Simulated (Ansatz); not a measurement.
CuCl, DFT, PBE, all-electron LAPW, scalar-relativistic (Ansatz 0.2.0), run on 1 thread of Arm Neoverse V1 on a shared host.

The cell is COD entry 9013925, as deposited and not checked against the literature; nothing was relaxed. The listed cell was then made from it by scaling, straining or moving an atom.

Command: `ansatz run input.yaml --threads 1 --pin off --max-ram 3072MiB --backend cpu --events-out ev --progress --plain --runs-dir out`

```yaml
crystal:
  lattice:
    - [0.0, 2.655898, 2.7101]
    - [2.655898, 0.0, 2.7101]
    - [2.655898, 2.655898, 0.0]
  atoms:
    - { symbol: Cu, position: [0.0, 0.0, 0.0] }
    - { symbol: Cl, position: [0.75, 0.75, 0.75] }
kpoints:
  mp_grid: { grid: [11, 11, 11] }
  band_path:
    path:
      - [0.0, 0.0, 0.0]
      - [0.5, 0.0, 0.5]
      - [0.75, 0.25, 0.5]
      - [0.5, 0.5, 0.5]
      - [0.0, 0.0, 0.0]
      - [0.5, 0.5, 0.0]
      - [0.62995, 0.62995, 0.2599]
      - [0.37005, 0.37005, 0.7401]
      - [0.0, 0.0, 0.0]
    npoints: 5
scf:
  occupations: { method: fermi_dirac, width: 0.03 }
hamiltonian:
  xc: pbe
  pseudopotentials: { kind: all_electron, lapw: { basis_error: 0.00025 } }
output:
  forces: true
  stress: true
  eigenvalues: true
```

Problem. How large is the problem that the program sets up?

Solution. 126 irreducible k-points, 533 plane waves at Γ, 21 bands.

Problem. About how long does it take, and how much memory does it use?

Solution. 72 s of wall time for 8 SCF iterations, with a peak of 0.51 GiB. Times on shared machines scatter by tens of per cent.
